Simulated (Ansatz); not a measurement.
## TiPbO₃ single point

input.yaml (Ansatz 0.2.0)

```yaml
crystal:
  lattice:
    - [3.94758456, 3.94758456, 0.0]
    - [0.0, 3.94758456, 4.16213488]
    - [3.94758456, 0.0, 4.16213488]
  atoms:
    - { symbol: Pb, position: [0.0, 0.0, 0.0] }
    - { symbol: Pb, position: [0.5, 0.5, 0.5] }
    - { symbol: Ti, position: [0.23265, 0.26735, 0.26735] }
    - { symbol: Ti, position: [0.73265, 0.76735, 0.76735] }
    - { symbol: O, position: [0.449, 0.051, 0.051] }
    - { symbol: O, position: [0.949, 0.551, 0.551] }
    - { symbol: O, position: [0.4475, 0.5525, 0.0525] }
    - { symbol: O, position: [0.9475, 0.0525, 0.5525] }
    - { symbol: O, position: [0.4475, 0.0525, 0.5525] }
    - { symbol: O, position: [0.9475, 0.5525, 0.0525] }
kpoints:
  mp_grid: { grid: [5, 5, 5], shift: [0, 0, 0] }
  band_path:
    path:
      - [0.0, 0.0, 0.0]
      - [0.5, 0.5, 0.0]
      - [1.0, 0.5, 0.5]
      - [0.0, 0.0, 0.0]
      - [0.0, 0.5, 0.5]
      - [0.5, 1.0, 0.5]
      - [1.0, 1.0, 1.0]
      - [0.0, 0.5, 0.5]
      - [0.5, 0.5, 0.0]
      - [0.5, 1.0, 0.5]
      - [1.0, 0.5, 0.5]
    npoints: 7
magnetization:
  spin_polarized: true
scf:
  occupations: { method: fermi_dirac }
  lower_state_search: "off"
  max_iter: 200
hamiltonian:
  pseudopotentials: { kind: paw }
  xc: r2scan
basis:
  ecutwfc: 500
  fft_grid_basis: typed
output:
  forces: true
  stress: true
  eigenvalues: true
  bader: true
  populations: true
  elf: true
  write_potential: true
  volumetric_format: npy
  dos:
    e_range: [-12, 8]
    de: 0.05
    projected: { site_lists: { O: [O], Pb: [Pb], Ti: [Ti] } }
  write_density: true
checkpoint:
  read: saved_state
```

Run as

```sh
ansatz run input.yaml --threads 2 --pin off --max-ram 5120MiB --backend cpu --events-out ev --progress --plain --runs-dir out
```

The run starts from an earlier solution of this cell. The state carries no moments; the state need not be the lowest.

Output (shortened):

```
band count auto-derived: 56 (N_el = 88.0; filled up to band 44; 54 by the electrons, moments and atoms)
Pseudopotentials: kind: paw
Pseudopotential: Pb, paw, valence charge 14, recommended cutoff 500 eV (meta_gga), Pb.paw.azcp
Pseudopotential: Ti, paw, valence charge 12, recommended cutoff 500 eV (meta_gga), Ti.paw.azcp
Pseudopotential: O, paw, valence charge 6, recommended cutoff 500 eV (meta_gga), O.paw.azcp
Functional definition: r2SCAN
  exchange = r2scan_x(k0 = k0, k1 = k1, a1 = a1)
  correlation = r2scan_c
Crystal: 10 atoms, lattice volume = 129.721 Å³
Basis set: ecut = 500 eV, 3311 PW (Γ), exchange–correlation on 180×180×180 points (64 copies of the dense FFT grid, shifted against one another)
Bands: 56, of which v1, the nominal top of the filled ones, is band 44 counted from 1 (43 counted from 0)
Symmetry: 16 space group operations
Space group: P4mm (ITA 99), of the structure as read, at distance tolerance 5.1e-5 Å
k-points: 18 of 125 (time reversal used)
Initial density: read from a saved state, or passed on in memory by an earlier SCF of this step, an earlier step, the calling program or the single point that the run made first
Functional: x = r2scan, c = r2scan; τ floored in thin density (d = 2e-4 eV/Å³)
SCF iter   1: F=-32271.6937 eV  Δρ=1.43e-3  dr2=1.84e-3  dr2_τ=1.65e-3  dr2_m=0.00e0  M=0.000 μB ∫|m|=0.000 μB
SCF iter   2: F=-32271.6954 eV  Δρ=1.00e-3  dr2=3.91e-4  dr2_τ=2.50e-4  dr2_m=0.00e0  M=0.000 μB ∫|m|=0.000 μB
SCF iter   3: F=-32271.6956 eV  Δρ=6.22e-4  dr2=1.56e-4  dr2_τ=9.15e-5  dr2_m=0.00e0  M=0.000 μB ∫|m|=0.000 μB
SCF iter   4: F=-32271.6956 eV  Δρ=2.46e-5  dr2=2.95e-6  dr2_τ=7.98e-8  dr2_m=0.00e0  M=0.000 μB ∫|m|=0.000 μB
SCF iter   5: F=-32271.6957 eV  Δρ=7.67e-6  dr2=3.92e-7  dr2_τ=6.29e-9  dr2_m=0.00e0  M=0.000 μB ∫|m|=0.000 μB
SCF iter   6: F=-32271.6957 eV  Δρ=3.56e-6  dr2=7.02e-8  dr2_τ=1.83e-9  dr2_m=0.00e0  M=0.000 μB ∫|m|=0.000 μB
Magnetization: 0.0000 μB (44.0000 up, 44.0000 down)
Absolute magnetization: 0.0000 μB (∫|ρ↑−ρ↓|)
Spin contamination: 0.0000 ħ² per cell (⟨S²⟩ above its minimum at these occupations)
Per-site moments (μB) at R_I (Å): [(0.0, 1.0596), (0.0, 1.0596), (0.0, 0.7429), (0.0, 0.7429), (0.0, 0.7429), (0.0, 0.7429), (0.0, 0.8231), (0.0, 0.8231), (0.0, 0.8231), (0.0, 0.8231)]
Free energy (F): -32271.6957 eV
Harris-Foulkes:  -32271.6957 eV  (|F-HF|=4.49e-8)
Internal energy: -32271.6957 eV  (E = F + TS)
E sigma→0 (E₀):  -32271.6957 eV
Entropy (-TS):    0.0000 eV (-0.000 meV/atom)
Fermi energy:    10.5975 eV
--- Forces (eV/Å), atoms counted from 1 ---
  atom   1  Pb     0.0000     0.0000    -0.2769
  atom   2  Pb     0.0000     0.0000    -0.2769
  atom   3  Ti     0.0000     0.0000    -0.3956
  atom   4  Ti     0.0000     0.0000    -0.3956
  atom   5  O      0.0000     0.0000     0.4502
  atom   6  O      0.0000     0.0000     0.4502
  atom   7  O      0.0000     0.0000     0.1112
  atom   8  O      0.0000     0.0000     0.1112
  atom   9  O      0.0000     0.0000     0.1112
  atom  10  O      0.0000     0.0000     0.1112
--- Stress (GPa, compression-positive) ---
       -5.2902       0.0000       0.0000
        0.0000      -5.2902       0.0000
        0.0000       0.0000      -4.6962
  P = ⅓ Tr σ = -5.0922 GPa (-50.922 kbar)
```

Origin: a database entry at a rescaled volume. Caveats: the input typed no starting moments.

Cost: 88 s on 2 threads of Arm Neoverse V1, on a shared host, peak memory 1.2 GiB (start from a saved density).
